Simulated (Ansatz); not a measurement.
Ansatz input

```yaml
crystal:
  lattice:
    - [0.0, 1.4781500996, 1.4781500996]
    - [1.4781500996, 0.0, 1.4781500996]
    - [1.4781500996, 1.4781500996, 0.0]
  atoms:
    - { symbol: B, position: [0.0, 0.0, 0.0] }
hamiltonian:
  xc: rpbe
  pseudopotentials:
    kind: paw
    azcp:
      B: "pseudopotentials/B.paw.azcp"
basis:
  ecutwfc: 420
  fft_grid_basis: typed
kpoints:
  mp_grid: { grid: [21, 21, 21], shift: [0, 0, 0] }
magnetization:
  spin_polarized: false
scf:
  occupations: { method: fermi_dirac, width: 0.1 }
  lower_state_search: "off"
output:
  stress: true
```

and its output:

```
Engine: ansatz 0.2.0, aarch64-unknown-linux-gnu
Pseudopotentials: kind: paw
Pseudopotential: B, paw, valence charge 3, recommended cutoff 420 eV (normal) 
Functional definition: RPBE
  parameter kappa = 0.804
  parameter beta = 0.06672455060314922
  exchange = rpbe_x(kappa = kappa, mu = beta*pi^2/3)
  correlation = pbe_c(beta = beta)
Crystal: 1 atoms, lattice volume = 6.459 Å³
Basis set: ecut = 420 eV, 137 PW (Γ)
Bands: 6, of which v1, the nominal top of the filled ones, is band 2 counted from 1 (1 counted from 0)
Symmetry: 48 space group operations
Space group: Fm-3m (ITA 225), of the structure as read, at distance tolerance 1.9e-5 Å
k-points: 286 of 9261
Non-local potential: B, projectors of the file, l = 0: 2, l = 1: 2, l = 2: 1
PAW form: soft (Blöchl's): semilocal exchange-correlation on the pseudo side does not see the compensation charge
PAW frozen core: B, regenerated for the run's functional, and the local potential with it (the file was generated under x = pbe(κ = 0.804, μ = 0.2195149727645171), c = pbe(β = 0.06672455060314922))
PAW one-centre angular grid: B, 110 points (default); XC on 64 Gauss nodes
Initial density: superposition of atomic densities (neutral atoms: chi_scale 0, normalization atom), corrected by the library's trained network
Initial wavefunctions: pseudopotential atomic-orbital guess
Functional: x = rpbe, c = pbe(β = 0.06672455060314922)
SCF iter   1: F=—  HF=-155.636945 eV  |F-HF|=—  |Δ(HF+E_count)|=         —  Δρ=3.68e-3  dr2=4.26e-4  ethr=1.77e-3  ⟨swp⟩=4.4  Hψ=12692  notcnv=0
SCF iter   2: F=—  HF=-155.636821 eV  |F-HF|=—  |Δ(HF+E_count)|=   1.24e-4  Δρ=1.73e-3  dr2=9.29e-5  ethr=1.42e-5  ⟨swp⟩=1.0  Hψ=4004  notcnv=0
SCF iter   3: F=—  HF=-155.636804 eV  |F-HF|=—  |Δ(HF+E_count)|=   1.70e-5  Δρ=1.04e-4  dr2=4.12e-7  ethr=3.10e-6  ⟨swp⟩=1.5  Hψ=1853  notcnv=0
SCF iter   4: F=—  HF=-155.636804 eV  |F-HF|=—  |Δ(HF+E_count)|=   5.81e-8  Δρ=6.56e-5  dr2=1.47e-7  ethr=1.37e-8  ⟨swp⟩=1.2  Hψ=1685  notcnv=0
iter 5 did not close the SCF: its close was put off for the readings that it lacked (scf_convergence_deferred on its scf_iter line)
SCF iter   5: F=-155.636804 eV  HF=-155.636804 eV  |F-HF|=6.91e-10  |Δ(HF+E_count)|=   2.91e-9  Δρ=4.75e-6  dr2=3.07e-10  ethr=4.91e-9  ⟨swp⟩=1.0  Hψ=1618  notcnv=0
SCF iter   6: F=-155.636804 eV  HF=-155.636804 eV  |F-HF|=6.82e-12  |Δ(HF+E_count)|=  7.58e-10  Δρ=1.07e-6  dr2=4.73e-11  ethr=1.02e-11  ⟨swp⟩=1.0  Hψ=4498  notcnv=0
SCF 1 converged in 6 iterations: F = -155.636804 eV  dr2 = 4.73e-11
SCF converged after 6 iterations
Free energy (F): -155.636804 eV
Harris-Foulkes:  -155.636804 eV  (|F-HF|=6.82e-12)
Internal energy: -155.629846 eV  (E = F + TS)
E sigma→0 (E₀):  -155.633325 eV
Entropy (-TS):   -0.006957 eV (-6.957 meV/atom)
Fermi energy:    13.115767 eV
--- Per-component energies (eV) ---
  E_band       = 16.462167
  E_kinetic    = 46.198727
  E_local      = -1.435792  (includes V_loc(G=0)·N_el)
  E_nonlocal   = 10.941304
  E_hartree    = 0.298534
  E_xc         = -31.756775
  E_vxc        = -37.715514  (∫ρ·V_xc dr)
  E_paw        = -79.370822  (= ΣΔE_a)
  E_vpaw       = -2.123631  (= ΣTr[D̂ρ^β])
  E_aug_tail   = -0.000003  (compensation charges beyond the density's cutoff)
  E_ewald      = -100.494445
  E_core_change = -0.010575  (= ΣΔE_core)
  E_smearing   = -0.006957  (= −TS)
  E_closure    = 0.000000  (closes the sum)
  Σ components = -155.636804   (vs F -155.636804, Δ=0.00e0)
--- Stress (GPa, compression-positive) ---
      -17.447169       0.000000      -0.000000
       -0.000000     -17.447169      -0.000000
       -0.000000      -0.000000     -17.447169
  P = ⅓ Tr σ = -17.4472 GPa (-174.472 kbar)
```

Launched by

```sh
ansatz run input.yaml --threads 2 --pin off --max-ram 5120MiB --backend cpu --events-out ev --progress --plain --runs-dir out
```

On 2 threads of Arm Neoverse V2 (shared host) this took about 0.54 s of wall time and 0.84 s of CPU time.
